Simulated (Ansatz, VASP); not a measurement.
# One calculation of Ni, two programs

Contents of INCAR:

```
SYSTEM = Ni
  PREC = Accurate
  ENCUT = 520
  EDIFF = 1E-6
  ISMEAR = -1
  SIGMA = 0.05
  LREAL = .False.
  LASPH = .True.
  NELM = 150
  ALGO = Normal
  ISIF = 2
  LWAVE = .False.
  LCHARG = .True.
  ISPIN = 2
  MAGMOM = 0.539
  LORBIT = 11
  LMAXMIX = 4
  GGA = B5
  ALDAX = 1.0
  AGGAX = 1.0
  AGGAC = 1.0
  ALDAC = 0.0
  LELF = .True.
  LVHAR = .True.
  NBANDS = 15
```

The input KPOINTS:

```
Automatic mesh
0
Gamma
  15 15 15
  0 0 0
```

POSCAR

```
Ni
1.0
    2.3360611771      0.0000000000      0.0000000000
    0.0000000000      2.3360611771      0.0000000000
    0.0000000000      0.0000000000      2.3360611771
Ni
1
Direct
    0.0000000000      0.0000000000      0.0000000000
```

Input for Ansatz:

```yaml
crystal:
  lattice:
    - [2.3360611771, 0.0, 0.0]
    - [0.0, 2.3360611771, 0.0]
    - [0.0, 0.0, 2.3360611771]
  atoms:
    - { symbol: Ni, position: [0.0, 0.0, 0.0], spin: 0.539 }
hamiltonian:
  xc: blyp
  pseudopotentials:
    kind: paw
    azcp:
      Ni: "pseudopotentials/Ni.paw.azcp"
basis:
  ecutwfc: 420
  fft_grid_basis: typed
kpoints:
  mp_grid: { grid: [15, 15, 15], shift: [0, 0, 0] }
magnetization:
  spin_polarized: true
scf:
  occupations: { method: fermi_dirac, width: 0.05 }
  lower_state_search: "off"
output:
  stress: true
```

Alike in both runs: task single point; functional BLYP; k mesh 15 × 15 × 15; occupations fermi-dirac, width 0.05 eV; collinear spin.

|  | VASP | Ansatz |
| --- | --- | --- |
| version | VASP 6.6.1 | Ansatz 0.2.0 |
| potentials or method | VASP PAW PBE potentials, release 64 (Ni) | plane waves (420 eV) with PAW, scalar-relativistic |
| plane-wave cutoff (eV) | 520 | 420 |
| valence electrons in the cell | 10 | 18 |

|  | VASP | Ansatz | Ansatz less VASP |
| --- | --- | --- | --- |
| pressure (GPa) | 5.4 | 5.4 | +0.01 |
| net moment per atom (μB) | 0.42 | 0.44 | +0.017 |
| size of the moment on the site where the two differ most (μB) | 0.42 | 0.45 | +0.026 |

Site moments also hang on the region over which each program counts them. With one functional, cell and mesh, what is left measures potentials, basis and numerics. The two sets of potentials don't hold the same shells in valence.

Caveats: the PAW data sets were made with another functional, which shifts forces and pressure a little (VASP).
